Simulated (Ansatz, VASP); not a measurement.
One calculation of Si, two programs

```
Si
1.0
     0.00000    2.70166    2.70166
     2.70166    0.00000    2.70166
     2.70166    2.70166    0.00000
Si
2
Direct
  0.50000 0.50000 0.50000
  0.75000 0.75000 0.75000
```

Alike in both runs: task single point; functional LDA; k mesh 10 × 10 × 10; occupations gaussian, width 0.1 eV; no spin polarisation.

```csv
,VASP,Ansatz
version,VASP 6.6.1,Ansatz 0.2.0
potentials or method,"VASP PAW LDA potentials, release 64 (Si)","plane waves (420 eV) with PAW, scalar-relativistic"
plane-wave cutoff (eV),520,420
valence electrons in the cell,8,8
```

Ansatz gave:

| Quantity | Value |
| --- | --- |
| pressure (GPa) | -0.1 |

Problem. What did VASP give for the same quantities?

Solution. Pressure (GPa): 0.0.

Ansatz warned: «pseudo_functional_mismatch».
